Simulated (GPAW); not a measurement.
# CdS (Greenockite) (P6_3mc) in GPAW: settings compared

One crystal, CdS (Greenockite), is run at these levels: PBE, TPSS; tasks: dielectric tensor, band structure.

Everything below comes from runs of GPAW 26.7.0. Logs are shortened: lines on timing, memory, paths and dates and some standing lists are left out, and cuts for length are marked. The log counts tension as positive stress, the text compression.

**Measured values to compare with.**

From “Isotope dependence of band-gap energy”, 2008, arxiv:0807.2152, for a bulk crystal of CdS: band gap 2.5809 ± 0.0002 eV.

How close the calculation comes is told below.

## (1) The crystal as given

It takes space group P6_3mc (No. 186, hexagonal). The conventional cell has a = 4.150 Å, b = 4.150 Å, c = 6.737 Å, α = 90.00°, β = 90.00°, γ = 120.00°. Cd (site symmetry 3m) has 4 S at 2.53 to 2.54 Å as nearest neighbours. S (site symmetry 3m) is surrounded by 4 Cd at 2.53 to 2.54 Å.

## (2) Dielectric tensor, PBE

run.py reads:

```python
import numpy as np
from ase import Atoms
from ase.dft.bandgap import bandgap
from ase.io import write
from gpaw import GPAW, PW
from gpaw.response.df import DielectricFunction

atoms = Atoms(['Cd', 'Cd', 'S', 'S'],
              cell=[[4.15, 0.0, 0.0],
                    [-2.075, 3.5940054257, 0.0],
                    [0.0, 0.0, 6.737]],
              scaled_positions=[[0.6666666667, 0.3333333333, 0.5],
                                [0.3333333333, 0.6666666667, 0.0],
                                [0.6666666667, 0.3333333333, 0.875],
                                [0.3333333333, 0.6666666667, 0.375]],
              pbc=True)

calc = GPAW(mode=PW(450),
            xc='PBE',
            kpts={'size': (6, 6, 3), 'gamma': True},
            occupations={'name': 'fermi-dirac', 'width': 0.001},
            nbands=31,
            convergence={'density': 1e-06},
            maxiter=150,
            txt='gpaw.txt')
atoms.calc = calc
energy = atoms.get_potential_energy()
calc.write('gs.gpw')
write('result.traj', atoms)
print(f'Energy: {energy:.6f} eV')
print('Fermi level:', round(calc.get_fermi_level(), 4), 'eV')
print(f'Gap: {bandgap(calc)[0]:.4f} eV, direct: {bandgap(calc, direct=True)[0]:.4f} eV')

for size in [(10, 10, 6), (14, 14, 8)]:
    name = 'x'.join(str(n) for n in size)
    dense = calc.fixed_density(kpts={'size': size, 'gamma': True},
                               nbands=64, convergence={'bands': 58, 'eigenstates': 1e-7},
                               update_fermi_level=True, txt=f'dense-{name}.txt')
    dense.write(f'{name}.gpw', mode='all')
    df = DielectricFunction(f'{name}.gpw', frequencies=np.array([0.0]), hilbert=False, eta=0.001,
                            ecut=80, nbands=58, intraband=False, txt=f'df-{name}.txt')
    for xc in ['RPA', 'ALDA', 'LR0.3']:
        for direction in ['x', 'y', 'z', [0, 1, 1], [1, 0, 1], [1, 1, 0]]:
            e0, e = df.get_macroscopic_dielectric_constant(xc=xc, direction=direction)
            print(f'{name} {xc} {direction}: {e0:.4f} without, {e:.4f} with local fields')
```

Potentials or basis: GPAW PAW data sets (gpaw-data 1.2.1), pw.

Run with:

```bash
$ OMP_NUM_THREADS=1 python run.py
```

gpaw.txt:

```text
__  _  _
 | _ |_)|_||  |
 |__||  | ||/\| - 26.7.0

Input parameters:
  mode=PW(ecut=450.00000000000006),
  convergence={'density': 1e-06},
  kpts=MonkhorstPack(size=(6, 6, 3), gamma=True),
  maxiter=150,
  nbands=31,
  occupations=Occupations(name='fermi-dirac', width=0.001),
  xc=XC(name='PBE')

Diagonalizing LCAO Hamiltonian
Converting LCAO to pw mode

            S

            Cd
        S

        Cd

Atoms  # Å, Bohr magnetons
|   | symbol |         x |        y |        z |    initial magnetic moments |
|---|--------|-----------|----------|----------|-----------------------------|
| 0 |     Cd |  2.075000 | 1.198002 | 3.368500 | ( 0.0000,  0.0000,  0.0000) |
| 1 |     Cd | -0.000000 | 2.396004 | 0.000000 | ( 0.0000,  0.0000,  0.0000) |
| 2 |      S |  2.075000 | 1.198002 | 5.894875 | ( 0.0000,  0.0000,  0.0000) |
| 3 |      S | -0.000000 | 2.396004 | 2.526375 | ( 0.0000,  0.0000,  0.0000) |

Unit cell  # Å
| periodic |         x |        y |        z |  lengths |     angles |
|----------|-----------|----------|----------|----------|------------|
|      yes |  4.150000 | 0.000000 | 0.000000 | 4.150000 |  90.000000 |
|      yes | -2.075000 | 3.594005 | 0.000000 | 4.150000 |  90.000000 |
|      yes |  0.000000 | 0.000000 | 6.737000 | 6.737000 | 120.000000 |

Number of symmetries: 6
Symmetry operations  # r_c * U_cc + t_c -> r_c
|   | kind |            matrix            |
|---|------|------------------------------|
| 0 |  σ   |  1, 1, 0,  0,-1, 0,  0, 0, 1 |
| 1 |  E   |  1, 0, 0,  0, 1, 0,  0, 0, 1 |
| 2 |  C3  |  0, 1, 0, -1,-1, 0,  0, 0, 1 |
| 3 |  σ   |  0,-1, 0, -1, 0, 0,  0, 0, 1 |
| 4 |  σ   | -1, 0, 0,  1, 1, 0,  0, 0, 1 |
| 5 |  C3  | -1,-1, 0,  1, 0, 0,  0, 0, 1 |

BZ-sampling:
  Number of BZ points: 108
  Number of IBZ points: 17

  Monkhorst-Pack size: [6, 6, 3]
  Monkhorst-Pack shift: [0.08333333333333333, 0.08333333333333333, 0.0]

K-points  # in reciprocal-cell coordinates
|     |                                coordinates |     weight |
|-----|--------------------------------------------|------------|
|   0 | (  0.00000000,   0.00000000,   0.00000000) | 0.00925926 |
|   1 | (  0.00000000,   0.00000000,   0.33333333) | 0.01851852 |
|   2 | (  0.16666667,   0.00000000,  -0.33333333) | 0.05555556 |
|   3 | (  0.16666667,   0.00000000,   0.00000000) | 0.05555556 |
|   4 | (  0.16666667,   0.00000000,   0.33333333) | 0.05555556 |
|   5 | (  0.33333333,  -0.16666667,   0.00000000) | 0.05555556 |
|   6 | (  0.33333333,  -0.16666667,   0.33333333) | 0.11111111 |
|   7 | (  0.33333333,   0.00000000,  -0.33333333) | 0.05555556 |
|   8 | (  0.33333333,   0.00000000,   0.00000000) | 0.05555556 |
|   9 | (  0.33333333,   0.00000000,   0.33333333) | 0.05555556 |
| ... |                                            |            |
|  16 | (  0.50000000,   0.50000000,   0.33333333) | 0.05555556 |

Plane wave coefficients: 2190
Cutoff: 450.00000000000006 eV

Spin-components: 1 (collinear spins)
Bands:           31
Projectors:      22
Spin-degeneracy: 2
Datatype:        complex128

Parallelization:
  kpt:    1
  domain: 1
  band:   1

Density:
  Valence electrons: 36.0
  Components: 1
  Grid points: [21 21 35]
  Charge: 0.0  # |e|

Potential:
  Grid points: [21 21 35]

species:
  Cd:
    name:    Cadmium
    Z:       48.0
    valence: 12
    core:    36
    charge:  0.0  # [|e|]
    compensation charges:
      type: gauss
      rc: 0.38  # [Å]
      lmax: 2
    cutoffs:
      filter: 2.12  # [Å]
      core: 2.62  # [Å]
    projectors
    | kind |    occ | energy [eV] | rcut [Å] |
    |------|--------|-------------|----------|
    |   5s |  2.000 |      -5.655 |    1.191 |
    |   5p |  0.000 |      -1.186 |    1.228 |
    |   4d | 10.000 |     -11.739 |    1.164 |
    |    s |        |      21.556 |    1.191 |
    |    p |        |      26.026 |    1.228 |
    |    d |        |      15.473 |    1.164 |

    Using partial waves for Cd as LCAO basis

  S:
    name:    Sulfur
    Z:       16.0
    valence: 6
    core:    10
    charge:  0.0  # [|e|]
    compensation charges:
      type: gauss
      rc: 0.24  # [Å]
      lmax: 2
    cutoffs:
      filter: 1.77  # [Å]
      core: 1.66  # [Å]
    projectors
    | kind |    occ | energy [eV] | rcut [Å] |
    |------|--------|-------------|----------|
    |   3s |  2.000 |     -17.254 |    0.974 |
    |   3p |  4.000 |      -7.008 |    0.979 |
    |    s |        |       9.957 |    0.974 |
    |    p |        |      20.203 |    0.979 |
    |    d |        |       0.000 |    0.900 |

    Using partial waves for S as LCAO basis

Reference energy: -326061.476468  # eV

eigensolver:
  PPCG
  Converge bands: occupied
  niter=2

density mixing:
  MSR1-Mixer
  Pratt-step length: 0.05
  Maximum mixing coefficient: 0.75
  Old densities: 10
  SVD Regularization: 0.005
  Good broyden scale: 1.0
  Trust region scale: 1.0
  Backstep threshold: 4.0
  History deletion threshold: 6.0
  Fourier metric: weight=20.0, sigma=0.015

occupation numbers:
  Fermi-Dirac:
    width: 0.0010  # eV

poisson solver:
  ecut: 3600.0000000000005  # eV

xc functional:
  name: PBE with 2 nearest neighbor stencil

convergence criteria:
- Maximum integral of absolute [dens]ity change: 1e-06 electrons / valence electron
- Maximum [total energy] change in last 3 cyles: 0.0005 eV / valence electron
- Maximum integral of absolute [eigenst]ate change: 4e-08 eV^2 / valence electron
maximum number of iterations: 150

SCF iterations
|iter     | |      energy | eigst |  dens |
|---------|-|-------------|-------|-------|
|iter:   1| |  -13.623238 | -0.50 |       |
|iter:   2| |  -13.395651 | -2.18 | -1.12 |
|iter:   3| |  -12.601959 | -1.38 | -1.16 |
|iter:   4| |  -12.598163 | -3.30 | -1.73 |
|iter:   5| |  -12.597370c| -3.69 | -2.16 |
|iter:   6| |  -12.597448c| -5.06 | -2.94 |
|iter:   7| |  -12.597460c| -6.30 | -3.50 |
|iter:   8| |  -12.597460c| -7.33 | -4.38 |
|iter:   9| |  -12.597459c| -7.69c| -4.73 |
|iter:  10| |  -12.597459c| -7.97c| -5.24 |
|iter:  11| |  -12.597459c| -8.74c| -5.81 |
|iter:  12| |  -12.597459c| -9.52c| -6.24c|

Converged in 12 steps
Energy contributions relative to reference atoms: (reference = -326061.476468)

Energy contributions:
  Kinetic:          37.216854
  Coulomb:         -33.665707
  Zero:              0.280606
  External:          0.000000
  Xc:              -16.429213
  Entropy:          -0.000000
  Spinorbit:         0.000000
  ----------------------------
  Free energy:     -12.597459
  Extrapolated:    -12.597459

dipole moment: (-0.000007, -0.000017, -18.973880)  # |e|*Ang

Fermi level: 3.620
Eigenvalues  # (at kpt = [0.000, 0.000, 0.000])
| band index |      eig [eV] | occ [0-2] |
|------------|---------------|-----------|
|          0 |        -8.846 |     2.000 |
|        ... |               |           |
|         10 |        -3.653 |     2.000 |
|         11 |        -3.318 |     2.000 |
|         12 |        -0.882 |     2.000 |
|         13 |         2.701 |     2.000 |
|         14 |         2.701 |     2.000 |
|         15 |         3.422 |     2.000 |
[... 8 lines left out ...]
|         24 |        10.995 |     0.000 |
|         25 |        11.131 |     0.000 |
|        ... |               |           |
|         30 |        14.976 |     0.000 |

Gap: 1.178 eV
Transition (v -> c):
  (s=0, k=0, n=17, [0.00, 0.00, 0.00]) -> (s=0, k=0, n=18, [0.00, 0.00, 0.00])
No difference between direct/indirect transitions
# Writing to gs.gpw (mode='')
```

df-10x10x6.txt:

```text
FrequencyGridDescriptor(from 0.000 to 0.000 eV, 1 points)
FrequencyGridDescriptor(from 0.000 to 0.000 eV, 1 points)

Calculating chi0 body with:
    Ground state adapter containing:
    Number of spins: 1
    Number of kpoints: 600
    Number of irreducible kpoints: 72
    Number of completely occupied states: 18
    Number of partially occupied states: 18

    Linear response parametrization:
[... 375 lines left out ...]
      (4,2)   0.00000000  0.00000000  yes
      (4,3)   0.00000000  0.00000000  yes
      (4,4)   0.00000000  0.00000000  yes
      In total: 0.9999999625064392 of the surface norm square is covered on average
      In total: 0.9999999625064394 of the surface norm square could be covered on average

Finished calculating f(G)
Calculating LR kernel with alpha = 0.3
Calculating LR kernel with alpha = 0.3
Calculating LR kernel with alpha = 0.3
Calculating LR kernel with alpha = 0.3
Calculating LR kernel with alpha = 0.3
Calculating LR kernel with alpha = 0.3
```

It took 19 min on 1 thread of Arm Neoverse V1, shared host; peak memory 2.2 GiB.

Results:

* Free energy: -12.5975 eV
* Band gap on the k mesh: 1.18 eV, direct
* Electronic dielectric tensor (diagonal): 5.62, 5.62, 5.71

Electronic dielectric tensor:
```
5.62 0.00 0.00
0.00 5.62 0.00
0.00 0.00 5.71
```

Caveat: the long-wavelength limit can be off by several per cent where d states take part.

## (3) Band structure, TPSS, spin-orbit coupling, no magnetisation

run.py reads:

```python
import numpy as np
from ase import Atoms
from ase.dft.bandgap import bandgap
from ase.io import write
from ase.units import GPa
from gpaw import GPAW, PW
from gpaw.spinorbit import soc_eigenstates

atoms = Atoms(['Cd', 'Cd', 'S', 'S'],
              cell=[[4.15, 0.0, 0.0],
                    [-2.075, 3.5940054257, 0.0],
                    [0.0, 0.0, 6.737]],
              scaled_positions=[[0.6666666667, 0.3333333333, 0.5],
                                [0.3333333333, 0.6666666667, 0.0],
                                [0.6666666667, 0.3333333333, 0.875],
                                [0.3333333333, 0.6666666667, 0.375]],
              pbc=True)

calc = GPAW(mode=PW(600),
            xc='MGGA_X_TPSS+MGGA_C_TPSS',
            kpts={'size': (5, 5, 3), 'gamma': True},
            occupations={'name': 'fermi-dirac', 'width': 0.05},
            nbands=31,
            convergence={'density': 1e-05, 'energy': 1e-05},
            eigensolver='davidson',
            maxiter=150,
            txt='gpaw.txt')
atoms.calc = calc
energy = atoms.get_potential_energy()
forces = atoms.get_forces()
stress = atoms.get_stress()
calc.write('gs.gpw')
write('result.traj', atoms)
print(f'Energy: {energy:.6f} eV')
print('Forces (eV/A):')
print(forces.round(4))
print('Stress (GPa):', (stress / GPa).round(3))
print('Fermi level:', round(calc.get_fermi_level(), 4), 'eV')
print(f'Gap: {bandgap(calc)[0]:.4f} eV, direct: {bandgap(calc, direct=True)[0]:.4f} eV')

path = atoms.cell.bandpath('GMKGALHA,LM,KH', npoints=60, eps=1e-4)
bs_calc = calc.fixed_density(kpts=path, symmetry='off', nbands=51,
                             convergence={'bands': 'CBM+6.0', 'eigenstates': 1e-6}, txt='bands.txt')
bs = bs_calc.band_structure()
bs.write('bs.json')
print(f'Gap on the path: {bandgap(bs_calc)[0]:.4f} eV')

soc = soc_eigenstates(bs_calc, theta=90, phi=0, ignore_xc_potential=True)
np.savetxt('soc_bands.dat', soc.eigenvalues(), fmt='%.4f')
mesh = soc_eigenstates('gs.gpw', theta=90, phi=0, ignore_xc_potential=True)
np.savetxt('soc_mesh.dat', mesh.eigenvalues(), fmt='%.4f')
print('Fermi level with spin-orbit coupling:', round(mesh.fermi_level, 4), 'eV')
```

Potentials or basis: GPAW PAW data sets (gpaw-data 1.2.1), pw.

Run with:

```bash
$ OMP_NUM_THREADS=1 python run.py
```

It took 4.1 min on 1 thread of Intel Xeon Platinum 8375C at 2.90GHz (Ice Lake), shared host; peak memory 0.58 GiB.

Results (log left out):

- Free energy: -34.9921 eV
- Pressure: 1.7 GPa
- Largest force: 0.074 eV/Å
- Band gap on the k mesh: 1.36 eV, direct
- Band gap along the path: 1.36 eV, direct

Forces on the atoms (eV/Å):
```
Cd   0.000  0.000 -0.074
Cd   0.000  0.000 -0.074
S    0.000  0.000  0.074
S    0.000  0.000  0.073
```

Stress tensor (GPa, compression positive):
```
1.51 0.00 0.00
0.00 1.51 0.00
0.00 0.00 1.95
```

Levels at the corners of the path, in eV from the valence-band top:
```tsv
point	band 34	band 35	band 36	band 37	band 38	band 39
Γ	-0.01	0.00	0.00	1.36	1.36	2.95
M	-1.31	-0.76	-0.76	3.86	3.86	4.06
K	-1.83	-1.62	-1.62	4.81	4.81	5.21
Γ	-0.01	0.00	0.00	1.36	1.36	2.95
A	-0.40	-0.40	-0.40	3.00	3.00	3.00
L	-1.33	-1.33	-1.33	3.65	3.65	3.65
H	-1.15	-1.14	-1.14	4.53	4.53	4.58
A	-0.40	-0.40	-0.40	3.00	3.00	3.00
L	-1.33	-1.33	-1.33	3.65	3.65	3.65
M	-1.31	-0.76	-0.76	3.86	3.86	4.06
K	-1.83	-1.62	-1.62	4.81	4.81	5.21
H	-1.15	-1.14	-1.14	4.53	4.53	4.58
```

Caveat: spin-orbit coupling was added after a scalar SCF, so levels and gaps hold it while energy, forces, pressure and moments don't; this program's spin-orbit splittings come out too wide for heavy elements; the PAW data sets were made with another functional, which shifts forces and pressure a little.

## (4) How close it comes

Step 2. The gap isn't set beside the deposited one, since this odd mesh misses points on the zone boundary.

Step 3. Measured gap of CdS: 2.5809 eV (quoted in “Isotope dependence of band-gap energy”, 2008, arxiv:0807.2152). This calculation gives 1.36 eV (-1.22 eV). The value is that of TPSS, without temperature or zero-point motion.
